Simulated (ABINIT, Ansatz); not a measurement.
# Quasiparticle gap of SiC (Moissanite) in ABINIT, part 3 of 3

Aim: the G0W0 gap of SiC (Moissanite) on PBE, step by step.

ABINIT 10.8.3; PBE and many-body steps on it, plane waves. Known limits of the many-body steps: not at the basis limit.

So far. Step 4 (Empty states on the mesh, 6×6×4 mesh, 553 bands): On this mesh the gap is 2.329 eV. Step 5 (Screening, 6×6×4 mesh, 545 bands, screening to 381 eV): Local fields lower ε∞ by 9 %.

## Step 6: Self-energy, 6×6×4 mesh, 545 bands, screening to 381 eV

The self-energy is evaluated for the states that the input lists, and the levels follow from it, in one-shot runs by the linearised quasiparticle equation.

This step: G0W0 on PBE, plane waves, norm-conserving pseudopotentials.

run.abi

```
acell 3*1.0 Angstrom
rprim 
  3.075999999976 0.000000000005 0.000000000000
  -1.537999999993 2.663894142018 0.000000000000
  0.000000000000 0.000000000000 5.048000000000
ntypat 2
znucl 14 6
natom 4
typat 1 1 2 2
xred 
  0.333333333333 0.666666666667 0.000000000000
  0.666666666667 0.333333333333 0.500000000000
  0.333333333333 0.666666666667 0.385000000000
  0.666666666667 0.333333333333 0.885000000000
pp_dirpath "pseudos"
pseudos "Si.upf, C.upf"
ecut 37
ngkpt 6 6 4
nshiftk 1
shiftk 0 0 0
kptopt 1
chksymbreak 0
istwfk *1
occopt 1
irdwfk 1
optdriver 4
nband 545
gwcalctyp 0
ecutsigx 37
symsigma 1
nkptgw 3
kptgw 
  0.0000000000 0.0000000000 0.0000000000
  0.3333333333 0.3333333333 0.0000000000
  0.5000000000 0.0000000000 0.0000000000
bdgw 
  6 10
  7 10
  7 10
ecuteps 14
irdscr 1
ppmodel 1
indata_prefix "in"
outdata_prefix "out"
tmpdata_prefix "tmp"
```

Command:

```console
> OMP_NUM_THREADS=1 mpirun -n 4 abinit run.abi > log
```

Numbers of over 12 decimals in the logs are rounded to 6 here.

The log of the run:

```text
.Version 10.8.3 of ABINIT. v10.8.2 released Aug 2026.

 Symmetries : space group P6_3 m c (#186); Bravais hP (primitive hexag.)
[... echo of the input left out ...]
== DATASET  1 ==================================================================
-   mpi_nproc: 4, omp_nthreads: 1 (-1 if OMP is not activated)

--- !DatasetInfo
iteration_state: {dtset: 1, }
dimensions: {natom: 4, nkpt: 21, mband: 545, nsppol: 1, nspinor: 1, nspden: 1, mpw: 3018, }
cutoff_energies: {ecut:  37.0, pawecutdg:  -1.0, }
electrons: {nelect:   1.60000000E+01, charge:   0.00000000E+00, occopt:   1.00000000E+00, tsmear:   1.00000000E-02, }

 SIGMA: Calculation of the GW corrections

 Based on a program developped by R.W. Godby, V. Olevano, G. Onida, and L. Reining.
 Incorporated in ABINIT by V. Olevano, G.-M. Rignanese, and M. Torrent.
.Using double precision arithmetic ; gwpc =  8

[... cell and pseudopotentials left out ...]
--------------------------------------------------------------------------------

 ==== K-mesh for the wavefunctions ====
 Number of points in the irreducible wedge :    21
[... list of points left out ...]
 Together with 12 symmetry operations and time-reversal symmetry
 yields   144 points in the full Brillouin Zone.

 ==== Q-mesh for screening function ====
 Number of points in the irreducible wedge :    21
[... list of points left out ...]
 Together with 12 symmetry operations and time-reversal symmetry
 yields   144 points in the full Brillouin Zone.

 vcoul_init : cutoff-mode = AUXILIARY_FUNCTION
 q-points for optical limit:   1
     1)      0.000010    0.000020    0.000030
 setmesh: FFT mesh size selected  =    27x   27x   54
          total number of points  =        39366

 Number of electrons calculated from density =   16.0000; Expected =   16.0000
 average of density, n =  0.057319
 r_s =    1.6089
 omega_plasma =   23.0944 [eV]

 === KS Band Gaps ===
  >>>> For spin  1
   Minimum direct gap =   4.0829 [eV], located at k-point      :   0.5000  0.0000  0.0000
   Fundamental gap    =   2.3294 [eV], Top of valence bands at :   0.0000  0.0000  0.0000
                                       Bottom of conduction at :   0.3333  0.3333  0.0000
 SIGMA fundamental parameters:
 PLASMON POLE MODEL  1
 number of plane-waves for SigmaX                 2997
 number of plane-waves for SigmaC and W            701
 number of plane-waves for wavefunctions          2997
 number of bands                                   545
 number of independent spin polarizations            1
 number of spinorial components                      1
 number of k-points in IBZ                          21
 number of q-points in IBZ                          21
 number of symmetry operations                      12
 number of k-points in BZ                          144
 number of q-points in BZ                          144
 number of frequencies for dSigma/dE                 9
 frequency step for dSigma/dE [eV]                0.25
 number of omega for Sigma on real axis              0
 max omega for Sigma on real axis  [eV]           0.00
 zcut for avoiding poles [eV]                     0.10

 EPSILON^-1 parameters (SCR file):
 dimension of the eps^-1 matrix on file            701
 dimension of the eps^-1 matrix used               701
 number of plane-waves for wavefunctions          2997
 number of bands                                   545
 number of q-points in IBZ                          21
 number of frequencies                               2
 number of real frequencies                          1
 number of imag frequencies                          1

 matrix elements of self-energy operator (all in [eV])

 Perturbative Calculation

--- !SelfEnergy_ee
iteration_state: {dtset: 1, }
kpoint     : [   0.000,    0.000,    0.000, ]
spin       : 1
KS_gap     :    4.620
QP_gap     :    5.534
Delta_QP_KS:    0.914
data: !SigmaeeData |
     Band     E0 <VxcDFT>   SigX SigC(E0)      Z dSigC/dE  Sig(E)    E-E0       E
        6   6.864 -15.055 -17.694   1.749   0.791  -0.265 -15.759  -0.704   6.160
        7   6.864 -15.055 -17.694   1.749   0.791  -0.265 -15.759  -0.704   6.160
        8   7.139 -14.882 -17.276   1.544   0.792  -0.262 -15.555  -0.673   6.466
        9  11.758 -12.188  -7.007  -4.882   0.805  -0.242 -11.947   0.241  11.999
       10  13.157 -12.746  -7.214  -5.302   0.793  -0.262 -12.564   0.182  13.339

--- !SelfEnergy_ee
iteration_state: {dtset: 1, }
kpoint     : [   0.333,    0.333,    0.000, ]
spin       : 1
KS_gap     :    6.371
QP_gap     :    7.463
Delta_QP_KS:    1.092
data: !SigmaeeData |
     Band     E0 <VxcDFT>   SigX SigC(E0)      Z dSigC/dE  Sig(E)    E-E0       E
        7   3.097 -12.979 -16.874   2.643   0.781  -0.281 -13.957  -0.977   2.120
        8   3.097 -12.979 -16.874   2.643   0.781  -0.281 -13.957  -0.977   2.120
        9   9.468  -9.842  -5.529  -4.174   0.825  -0.213  -9.727   0.115   9.583
       10  15.123 -12.291  -6.204  -5.547   0.792  -0.263 -11.864   0.427  15.550

--- !SelfEnergy_ee
iteration_state: {dtset: 1, }
kpoint     : [   0.500,    0.000,    0.000, ]
spin       : 1
KS_gap     :    4.083
QP_gap     :    5.085
Delta_QP_KS:    1.002
data: !SigmaeeData |
     Band     E0 <VxcDFT>   SigX SigC(E0)      Z dSigC/dE  Sig(E)    E-E0       E
        7   3.876 -12.725 -16.051   2.175   0.788  -0.269 -13.632  -0.907   2.970
        8   5.651 -14.535 -17.688   2.084   0.788  -0.269 -15.377  -0.843   4.808
        9   9.734 -10.592  -6.058  -4.340   0.820  -0.219 -10.433   0.159   9.893
       10  11.338 -11.767  -6.941  -4.499   0.808  -0.237 -11.503   0.265  11.603

== END DATASET(S) ==============================================================
================================================================================

 -outvars: echo values of variables after computation  --------
           etotal      0.0000000000E+00
            nband         545
             nkpt          21
          spgroup         186
 [... the other variables as echoed above ...]

 Calculation completed.
```

Run time: 16 min. Hardware: 4 MPI ranks of Intel Xeon Platinum 8488C (Sapphire Rapids), shared host; peak memory 9.4 GiB.

This step gave:

- G0W0 gap on the points computed: 3.117 eV
- starting gap on the mesh: 2.329 eV
- k of the valence top: 0, 0, 0
- k of the conduction bottom: 0.3333, 0.3333, 0
- Z at the valence top: 0.792
- Z at the conduction bottom: 0.825
- least direct G0W0 gap on the computed points: 5.085 eV

The gap on the mesh goes from 2.33 eV to 3.12 eV, a correction of +0.79 eV.

Limits: finite bands, cutoff and mesh. v1 is the top filled band, c1 the lowest empty one. The levels before and after the correction (eV, zero at the valence-band top of each column):

```
           conduction bottom  valence top
Kohn-Sham               2.33         0.00
     G0W0               3.12         0.00
```

```csv
,level,energy (eV)
Kohn-Sham,Γ v3-v2,-0.275
Kohn-Sham,Γ v1,0.000
Kohn-Sham,Γ c1,4.620
Kohn-Sham,Γ c2,6.019
Kohn-Sham,(0.333 0.333 0) v2-v1,-4.042
Kohn-Sham,(0.333 0.333 0) c1,2.329
Kohn-Sham,(0.333 0.333 0) c2,7.984
G0W0,Γ v3-v2,-0.306
G0W0,Γ v1,0.000
G0W0,Γ c1,5.533
G0W0,Γ c2,6.873
G0W0,(0.333 0.333 0) v2-v1,-4.346
G0W0,(0.333 0.333 0) c1,3.117
G0W0,(0.333 0.333 0) c2,9.084
```

## Step 7: Where the time went

Times are wall times on 4 MPI ranks of Intel Xeon Platinum 8488C (Sapphire Rapids), shared host, good to a factor of about two.

```csv
step,time,share,memory (GiB)
ground state,7.5 s,0 %,0.32
bands along the symmetry lines,12 s,0 %,0.33
empty states on the mesh,84 s,3 %,2.3
screening,29 min,63 %,7.9
self-energy,16 min,34 %,9.4
```

## Step 8: What came out

```
PBE gap              : 2.33 eV, indirect
G0W0 gap on the mesh : 3.12 eV
GW settings          : 6×6×4 mesh, 545 bands, screening to 381 eV, Godby-Needs plasmon pole
known limits         : not at the basis limit
```

In words: G0W0 moves the gap on the mesh from 2.33 eV to 3.12 eV (+0.79 eV), with Z of 0.79 and 0.82 at the edges. Local fields lower the RPA ε∞ on this mesh from 7.49 to 6.84. Only 3 of the mesh's irreducible points were corrected, so a valley elsewhere could overtake. The dearest step here is «screening». Against experiment, by G0W0@PBE: the gap of 3.12 eV lies −0.21 eV from the measured 3.33 eV (kind not stated, quoted 2020). The calculation has static nuclei and no excitons; a measured gap holds zero-point and thermal motion, which mostly lowers it. Bands and cutoff are finite, so the gap is not at the basis limit. The miss can reach some tenths of an eV and take either sign; the mesh is an error of its own. In the G0W0 run levels were corrected at 3 k points alone, so a gap called «on the mesh» is the least over those, and an edge elsewhere would be missed.

[Paths, hosts, dates, memory and timing lines, banners, echoed tables and standing remarks are left out of the program output.]

[Logs are printed without paths, hosts, clocks, repeated set-up lines and the standing remarks that a program may print on its own settings, such as how far it seeks lower states.]

[Runs of the session that timed out or met a known fault of the program may be left out.]

[Hosts, paths, dates, database ids (printed as entryN), source tags and the programs' standing remarks are cut or masked in the printed files.]

[G0W0 gaps are taken among the corrected bands and points alone; a level outside them can change the order at an edge.]

[Where Ansatz stands beside ABINIT at settings called matched, ABINIT's density can come from a denser mesh and the files from another edition; pairs whose starting gaps differed by over 0.03 eV were left out, so agreement reads better than it is.]
